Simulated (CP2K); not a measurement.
**Nb in CP2K: convergence with cutoff ry**

Nb:

```
Nb
1.0
     2.72709    0.00000    0.00000
    -0.66888    3.26384    0.00000
    -0.91206   -1.95899    1.98833
Nb
1
Cartesian
  0.0702 0.1565 -0.0254
```

The cell isn't the ideal one: cell strained at random at fixed volume.

| Property | Result |
| --- | --- |
| Program | CP2K 2026.2 |
| Task | single point |
| Functional | PBE |
| Potentials or basis | POTENTIAL_UZH Nb GTH-PBE-q13; TZVP-MOLOPT-PBE-GTH basis |
| Density cutoff | 1225 eV |
| k mesh | 9 × 9 × 10 |
| Occupations | fermi-dirac, width 0.05 eV |
| Spin | no spin polarisation |

These are the settings of the first run; the series varies cutoff ry, with any setting tied to it.

Hardware: 1 thread of Arm Neoverse V2, with other jobs on the host.

The values tried are 90 Ry, 140 Ry, 190 Ry, 250 Ry, 320 Ry, 380 Ry, 450 Ry, 560 Ry, 720 Ry, loosest first. From which on does the pressure stay within 0.1 GPa of the tightest run that finished?

From 140 Ry on.

```csv
cutoff ry,"energy less the tightest run, at zero smearing (meV/atom)",pressure (GPa),SCF cycles,CPU time (s),peak memory (GiB)
90 Ry,-0.50,12.85,11,82,0.26
140 Ry,-0.22,12.73,11,85,0.27
190 Ry,0.02,12.72,11,82,0.27
250 Ry,0.01,12.72,11,82,0.27
320 Ry,0.00,12.72,11,87,0.28
380 Ry,0.00,12.72,11,84,0.29
450 Ry,0.00,12.72,11,82,0.3
560 Ry,0.00,12.72,11,84,0.31
720 Ry,0.00,12.72,11,88,0.33
```

Against the tightest run, the energy stays within 1 meV/atom from 90 Ry on. The tightest run that finished is the yardstick and may itself not be fully converged.

Caveat, for the tightest run too: the basis of atomic orbitals isn't converged, which shifts pressures, moduli and gaps.
